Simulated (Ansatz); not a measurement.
KF built on the NiAs prototype was relaxed with 5 functionals in Ansatz, cell and atoms free, the symmetry of the start kept (meshes: PBE 12×12×4, r2SCAN 12×12×4, PBEsol 12×12×4, LDA 12×12×4, HSE06 6×6×4). These are computed values for a spin-unpolarised cell that may be hypothetical; none is a measurement.

The PBE result:
```xyz
4
Lattice="3.7398 0.0000 0.0000 -1.8699 3.2388 0.0000 0.0000 0.0000 6.5945" Properties=species:S:1:pos:R:3 pbc="T T T"
K     0.0000    0.0000    0.0000
K     0.0000    0.0000    3.2973
F     0.0000    2.1592    1.6486
F     1.8699    1.0796    4.9459
```

The symmetry is P6_3/mmc (No. 194, hexagonal); conventional cell a = 3.740 Å, c = 6.595 Å, 19.97 Å³ an atom. K is surrounded by 6 F at 2.72 Å; F is surrounded by 6 K at 2.72 Å.

Task: What lattice does LDA give?

Result: a = 3.554 Å, c = 6.289 Å; the volume differs by -13.9 % from PBE's. K is surrounded by 6 F at 2.59 Å; F is surrounded by 6 K at 2.59 Å.

Task: How does the cell change with HSE06?

Result: a = 3.703 Å, c = 6.534 Å; the volume differs by -2.9 % from PBE's. K has 6 F at 2.69 Å; F has 6 K at 2.69 Å.

Task: Held at the r2SCAN cell, what mean stress do LDA and PBE find, and does its sign point to their own minimum?

Result: Yes. LDA -3.09 GPa, and its relaxed volume is -8.5 % from r2SCAN's; PBE +2.00 GPa, and its relaxed volume is +6.3 % from r2SCAN's. Compression counts positive, so a positive stress asks for a larger cell.
